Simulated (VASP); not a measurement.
## MgO (Periclase): relaxation of cell and atoms with LDA

The system is MgO (Periclase).

```
CELL_PARAMETERS angstrom
0.00000 2.07164 2.07164
2.07164 0.00000 2.07164
2.07164 2.07164 0.00000
ATOMIC_POSITIONS crystal
Mg 0.00000 0.00000 0.00000
O 0.50000 0.50000 0.50000
```

- Program: VASP 6.6.1
- Task: relaxation of cell and atoms
- Functional: LDA
- Potentials or basis: VASP PAW LDA potentials, release 64 (Mg, O)
- Cutoff: 600 eV
- k mesh: 12 × 12 × 12
- Occupations: gaussian, width 0.03 eV
- Spin: no spin polarisation
- Further INCAR settings: ALGO = Normal; EDIFF = 1e-07; IBRION = 2; EDIFFG = -0.005; NSW = 90; ISIF = 3

```json
{
 "Pressure after relaxing": "0.1 GPa",
 "Band gap on the k mesh": "5.16 eV, direct"
}
```

Final structure:
```
CELL_PARAMETERS angstrom
0.00000 2.07164 2.07164
2.07164 0.00000 2.07164
2.07164 2.07164 0.00000
ATOMIC_POSITIONS crystal
Mg 0.00000 0.00000 0.00000
O 0.50000 0.50000 0.50000
```

Levels at points of the mesh, in eV from the valence-band top:
```csv
k point,band 1,band 2,band 3,band 4,band 5,band 6,band 7,band 8
"(0.00, 0.00, 0.00)",-17.27,0.00,0.00,0.00,5.16,15.80,15.80,15.80
"(0.50, 0.00, 0.00)",-15.78,-4.92,-0.72,-0.72,8.05,12.96,16.51,16.51
"(0.50, 0.50, 0.00)",-15.49,-4.36,-1.44,-1.44,8.94,10.25,13.42,19.39
```

Run time: 16 s on 1 thread of AMD EPYC 7R43 64-Core Processor (Zen 3), on a shared host, peak memory 0.1 GiB.

Caveat: the relaxation stopped at its first step, so nothing moved. A k mesh can miss the band edges.
